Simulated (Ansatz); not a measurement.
Computed with Ansatz (plane waves, PAW, 420 eV cutoff): PBE, scalar-relativistic, no spin polarisation, Γ-centred 8×8×4 mesh, 0.05 eV Gaussian smearing; PAW files: Ansatz's generated set soft_2.

A compound XTe has these computed properties.

```json
{
  "Space group": "P6_3/mmc (No. 194)",
  "Conventional cell": "a = 5.970 Å, b = 5.970 Å, c = 7.002 Å, α = 90.00°, β = 90.00°, γ = 120.00°",
  "Volume": "54.04 Å³/atom",
  "Band gap": "1.96 eV",
  "Smallest direct gap": "2.21 eV",
  "Bader charges": "X 1.37; Te -1.37 e",
  "Formation energy from the elements (0 K, uncorrected)": "-1.70 eV/atom",
  "Bulk modulus (Birch–Murnaghan)": "22 GPa",
  "Pressure derivative B0′": "4.4",
  "Shear modulus (Hill)": "6.0 GPa",
  "Young's modulus": "16.6 GPa",
  "Poisson's ratio": "0.37",
  "Elastically stable": "barely (least eigenvalue 1.5 GPa), so the shear moduli are uncertain"
}
```

Sites: X on 2c, Te on 2d.

Task: Which element is X?
A. Ba
B. Ce
C. La
D. Cs

Result: A. X is Ba, so the compound is BaTe.

This is a trial structure: the heavier alkaline earths' oxides and chalcogenides take the rock-salt structure.

Kohn–Sham gaps of semilocal functionals lie under measured ones, often by a third or more. Scalar-relativistic only: spin–orbit splittings of the heavy atoms' levels are missing.
